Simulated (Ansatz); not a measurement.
# MoP: the cost of one run

Computed with Ansatz 0.2.0 (DFT PBEsol, scalar-relativistic, plane waves, PAW, unless a step's input says otherwise).

## Step 1: The starting structure

Symmetry: P-6m2, No. 187, hexagonal system. Conventional cell: a = 3.223 Å, b = 3.223 Å, c = 3.191 Å, α = 90.00°, β = 90.00°, γ = 120.00°. Around Mo (site symmetry -6m2) lie 6 P at 2.45 Å. P (site symmetry -6m2) has 6 Mo at 2.45 Å as nearest neighbours.

Coordinates:

```xyz
2
Lattice="3.2230 0.0000 0.0000 -1.6115 2.7912 0.0000 0.0000 0.0000 3.1910" Properties=species:S:1:pos:R:3 pbc="T T T"
Mo    0.0000    0.0000    0.0000
P     0.0000    1.8608    1.5955
```

Source of the structure: the Crystallography Open Database.

(A quick probe on a coarse mesh, which set the mesh and smearing, is not shown.)

## Step 3: Relaxing cell and atoms

input.yaml reads:

```yaml
crystal:
  lattice:
    - [3.2230000535, 0.0, 0.0]
    - [-1.6115000268, 2.7911999227, 0.0]
    - [0.0, 0.0, 3.191]
  atoms:
    - { symbol: Mo, position: [0.0, 0.0, 0.0] }
    - { symbol: P, position: [0.3333333333, 0.6666666667, 0.5] }
basis:
  ecutwfc: 420
kpoints:
  mp_grid: { grid: [18, 18, 14] }
hamiltonian:
  xc: pbesol
scf:
  occupations: { method: gaussian, width: 0.1 }
output:
  forces: true
  stress: true
  eigenvalues: true
  write_density: true
  write_potential: true
  elf: true
  volumetric_format: npy
relax:
  adjacent_minimum: "off"
  f_tol: 0.005
  max_steps: 80
  cell: { stress_tol: 0.05 }
```

Started as:

```console
> ansatz run input.yaml --threads 1 --pin off --max-ram 2560MiB --backend cpu --events-out ev --progress --plain --runs-dir out
```

**Question.** How long does this run take on 1 thread of Intel Xeon Platinum 8259CL at 2.50GHz (Skylake/Cascade Lake), shared host, and how much memory does it need?

About 61 s, with a peak of 0.52 GiB.
